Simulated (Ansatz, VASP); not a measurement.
Two plane-wave programs on SiMo3

Contents of INCAR:

```
SYSTEM = SiMo3
PREC = Accurate
ENCUT = 520
EDIFF = 1E-6
ISMEAR = 0
SIGMA = 0.1
LREAL = .False.
LASPH = .True.
NELM = 100
ALGO = Normal
ISIF = 2
LWAVE = .False.
LCHARG = .True.
GGA = PE
LELF = .True.
LVHAR = .True.
NBANDS = 56
```

The input KPOINTS:

```
Automatic mesh
0
Gamma
  8 8 8
  0 0 0
```

Contents of POSCAR:

```
SiMo3
1.0
    4.8568899921      0.0000000000      0.0000000000
    0.0000000000      4.8568899921      0.0000000000
    0.0000000000      0.0000000000      4.8568899921
Si Mo
2 6
Direct
    0.0000000000      0.0000000000      0.0000000000
    0.5000000000      0.5000000000      0.5000000000
    0.2500000000      0.0000000000      0.5000000000
    0.5000000000      0.7500000000      0.0000000000
    0.7500000000      0.0000000000      0.5000000000
    0.5000000000      0.2500000000      0.0000000000
    0.0000000000      0.5000000000      0.7500000000
    0.0000000000      0.5000000000      0.2500000000
```

Input for Ansatz:

```yaml
crystal:
  lattice:
    - [4.8568899921, 0.0, 0.0]
    - [0.0, 4.8568899921, 0.0]
    - [0.0, 0.0, 4.8568899921]
  atoms:
    - { symbol: Si, position: [0.0, 0.0, 0.0] }
    - { symbol: Si, position: [0.5, 0.5, 0.5] }
    - { symbol: Mo, position: [0.25, 0.0, 0.5] }
    - { symbol: Mo, position: [0.5, 0.75, 0.0] }
    - { symbol: Mo, position: [0.75, 0.0, 0.5] }
    - { symbol: Mo, position: [0.5, 0.25, 0.0] }
    - { symbol: Mo, position: [0.0, 0.5, 0.75] }
    - { symbol: Mo, position: [0.0, 0.5, 0.25] }
basis:
  ecutwfc: 420
kpoints:
  mp_grid: { grid: [8, 8, 8] }
hamiltonian:
  xc: pbe
scf:
  occupations: { method: gaussian, width: 0.1 }
output:
  forces: true
  stress: true
  eigenvalues: true
```

Alike in both runs: task single point; functional PBE; k mesh 8 × 8 × 8; occupations gaussian, width 0.1 eV; no spin polarisation.

```csv
,VASP,Ansatz
version,VASP 6.6.1,Ansatz 0.2.0
potentials or method,"VASP PAW PBE potentials, release 64 (Si, Mo_sv)","scalar-relativistic, plane waves, PAW"
plane-wave cutoff (eV),520,420
valence electrons in the cell,92,92
```

Ansatz gave:

| Quantity | Value |
| --- | --- |
| gap on the k mesh at the Fermi level (eV) | none |
| pressure (GPa) | 8.1 |

Problem. Which values does VASP return?

Solution. gap on the k mesh at the Fermi level (eV): none; pressure (GPa): 8.6.

A gap of «none» marks a metal or a gap that the smearing closes. With one functional, cell and mesh, what is left measures potentials, basis and numerics.
